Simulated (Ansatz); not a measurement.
**Structure types of Pd compared at 22 GPa**

Structure types of Pd are relaxed in primitive cells with their symmetry kept at 22 GPa, first on PAW files, then by LAPW. The enthalpy is E + pV at zero temperature, without zero-point motion. Only the types listed were tried, and differences under about 5 meV/atom are mesh noise.

All numbers are PBE results (scalar-relativistic) from Ansatz 0.2.0, with Fermi–Dirac smearing of 0.08 eV, no spin polarisation. Methods: LAPW: all electrons, basis error target 0.5 meV/atom; PAW: frozen-core files, cutoff 420 eV.

k meshes: fcc 17×17×17, bcc 18×18×18, hcp 16×16×9, sc 15×15×15, omega 9×9×12, diamond 13×13×13.

Question: Which type is lowest in enthalpy, and by how much?

Answer: fcc, 37 meV/atom below hcp. The whole table:

```tsv
start type	ends as	a, b, c (Å)	V (Å³/atom)	H − H(lowest), LAPW (meV/atom)	same, PAW
fcc	fcc, Fm-3m	3.815, 3.815, 3.815	13.88	0.0	0.0
bcc	bcc, Im-3m	3.033, 3.033, 3.033	13.95	52.7	52.4
hcp	hcp, P6_3/mmc	2.683, 2.683, 4.468	13.93	37.2	37.2
sc	sc, Pm-3m	2.505, 2.505, 2.505	15.71	794.4	792.7
omega	omega, P6/mmm	4.350, 4.350, 2.586	14.13	142.8	142.4
diamond	diamond, Fd-3m	5.443, 5.443, 5.443	20.16	2154.4	2150.8
```

Question: Split the lead of fcc over hcp into energy and pV.

Answer: For hcp less fcc: ΔE = +30.1 meV/atom, and p·ΔV = 22 GPa × +0.0522 Å³ × 6.242 meV/(GPa·Å³) = +7.2 meV/atom, together 37.3 meV/atom. fcc wins on both counts.
